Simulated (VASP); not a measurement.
Runs of VASP 6.6.1 on InP. It takes space group F-43m (No. 216, cubic). The conventional cell has a = 5.904 Å, b = 5.904 Å, c = 5.904 Å, α = 90.00°, β = 90.00°, γ = 90.00°. In (site symmetry -43m) is surrounded by 4 P at 2.56 Å. Around P (site symmetry -43m) lie 4 In at 2.56 Å. The cell is a database's computed one.

```csv
task,level,potentials or basis,cell,k mesh,cutoff (eV),mesh quality,gap on the mesh (eV),pressure (GPa),relaxed volume (Å³/atom)
relaxation of cell and atoms,PBEsol,"VASP PAW PBE potentials, release 64 (In_d, P)",relaxed,10 × 10 × 10,300,not flagged,0.59,0.0,25.26
relaxation of cell and atoms,PBEsol,"VASP PAW PBE potentials, release 64 (In_d, P)",relaxed,4 × 4 × 4,600,coarse,0.53,0.0,(b)
relaxation of cell and atoms,PBEsol,"VASP PAW PBE potentials, release 64 (In_d, P)",relaxed,10 × 10 × 10,600,not flagged,0.57,0.0,25.40
single point,PBEsol,"VASP PAW PBE potentials, release 64 (In_d, P)",as given,10 × 10 × 10,520,not flagged,0.50,-0.9,-
relaxation of cell and atoms,RPBE,"VASP PAW PBE potentials, release 64 (In_d, P)",relaxed,10 × 10 × 10,600,not flagged,0.42,0.0,27.22
relaxation of cell and atoms,LDA,"VASP PAW LDA potentials, release 64 (In_d, P)",relaxed,10 × 10 × 10,600,not flagged,0.60,0.0,24.76
relaxation of cell and atoms,PBEsol,"VASP PAW PBE potentials, release 64 (In, P)",relaxed,10 × 10 × 10,580,not flagged,0.48,0.0,(a)
```

Alike in all rows: no spin polarisation; smearing gaussian 0.02 eV.

Q: Fill in the values left out.

A: (a) 26.09; (b) 25.47.

Caveats: some runs use coarse meshes; spin-orbit coupling is left out, which moves the levels of the heavy elements; the PAW data sets were made with another functional, which shifts forces and pressure a little (some runs); the cutoff is under 1.25 times the usual one of these potentials, so pressure, stress and relaxed cells hold a basis-set (Pulay) error (some runs).

A k mesh can miss the band edges, and the runs leave out spin-orbit coupling on In.

The runs don't all hold the same shells in valence.

Runs at the PBE level aren't shown here.
